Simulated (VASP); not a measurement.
Input of a VASP 6.6.1 run:

The input INCAR:

```
SYSTEM = Ge
PREC = Accurate
ENCUT = 520
EDIFF = 1E-7
ISMEAR = 0
SIGMA = 0.1
LREAL = .FALSE.
LASPH = .TRUE.
NELM = 100
ALGO = Normal
ISIF = 2
LWAVE = .FALSE.
LCHARG = .FALSE.
GGA = PE
IVDW = 12
NBANDS = 21
```

Contents of KPOINTS:

```
regular mesh
0
G
  8 8 4
  0 0 0
```

Contents of POSCAR:

```
Ge
1.0
    1.4880529250     -2.5946896100      0.0000000000
    1.4880529250      2.5946896100      0.0000000000
    0.0000000000      0.0000000000      4.7275957900
Ge
2
Direct
    0.6665533700      0.3334466300      0.2500000000
    0.3334466300      0.6665533700      0.7500000000
```

Potentials or basis: VASP PAW PBE potentials, release 64 (Ge_d).

The run is started by

```sh
$ cat potpaw_PBE.64/Ge_d/POTCAR > POTCAR
$ mpirun -np 1 vasp_std > vasp.out
```

Predict the dispersion energy per atom.

-0.362 eV.

Estimate the band gap on the k mesh.

none (metal or under the smearing width).

Predict the largest force.

0.006 eV/Å.

Forces in eV/Å, atoms in the order of the input:
```
Ge   0.000 -0.006  0.000
Ge   0.000  0.006  0.000
```
